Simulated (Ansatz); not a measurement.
# Ga: the cost of one run

Computed with Ansatz 0.2.0 (DFT PBE, scalar-relativistic, unless a step's input says otherwise).

**1. The system as given**

Symmetry: Cmce, No. 64, orthorhombic system. Conventional cell: a = 4.511 Å, b = 7.645 Å, c = 4.517 Å, α = 90.00°, β = 90.00°, γ = 90.00°. Ga (site symmetry m) has 7 Ga at 2.44 to 2.79 Å as nearest neighbours.

Coordinates:

```cif
data_structure
_symmetry_space_group_name_H-M 'P 1'
_symmetry_Int_Tables_number 1
_cell_length_a 4.4382
_cell_length_b 4.4382
_cell_length_c 4.5167
_cell_angle_alpha 90.000
_cell_angle_beta 90.000
_cell_angle_gamma 118.916
_cell_volume 77.88
loop_
_atom_site_label
_atom_site_type_symbol
_atom_site_fract_x
_atom_site_fract_y
_atom_site_fract_z
_atom_site_occupancy
Ga1 Ga 0.15250 0.84750 0.07850 1
Ga2 Ga 0.65250 0.34750 0.42150 1
Ga3 Ga 0.84750 0.15250 0.92150 1
Ga4 Ga 0.34750 0.65250 0.57850 1
```

Atoms are numbered in the order of the input: Ga1, Ga2, Ga3, Ga4.

**2. Volume × 0.96, LAPW**

Contents of input.yaml:

```yaml
crystal:
  lattice:
    - [2.2248685607, -3.7707396132, 0.0]
    - [2.2248685607, 3.7707396132, 0.0]
    - [0.0, 0.0, 4.4556560304]
  atoms:
    - { symbol: Ga, position: [0.1525, 0.8475, 0.0785] }
    - { symbol: Ga, position: [0.6525, 0.3475, 0.4215] }
    - { symbol: Ga, position: [0.8475, 0.1525, 0.9215] }
    - { symbol: Ga, position: [0.3475, 0.6525, 0.5785] }
kpoints:
  mp_grid: { grid: [9, 9, 8] }
  band_path:
    path:
      - [0.0, 0.0, 0.0]
      - [-0.5, 0.5, 0.0]
      - [-0.337035342, 0.662964658, 0.0]
      - [0.337035342, 0.337035342, 0.0]
      - [0.0, 0.0, 0.0]
      - [0.0, 0.0, 0.5]
      - [0.337035342, 0.337035342, 0.5]
      - [-0.337035342, 0.662964658, 0.5]
      - [-0.5, 0.5, 0.5]
    npoints: 5
scf:
  occupations: { method: fermi_dirac, width: 0.05 }
hamiltonian:
  xc: pbe
  pseudopotentials: { kind: all_electron, lapw: { basis_error: 0.001 } }
output:
  forces: true
  stress: true
  eigenvalues: true
```

The run is started by

```sh
> ansatz run input.yaml --threads 1 --pin off --max-ram 6144MiB --backend cpu --events-out ev --progress --plain --runs-dir out
```

What time and memory should one allow on 1 thread of Arm Neoverse V2, shared host?

About 2.2 min, with a peak of 0.97 GiB.
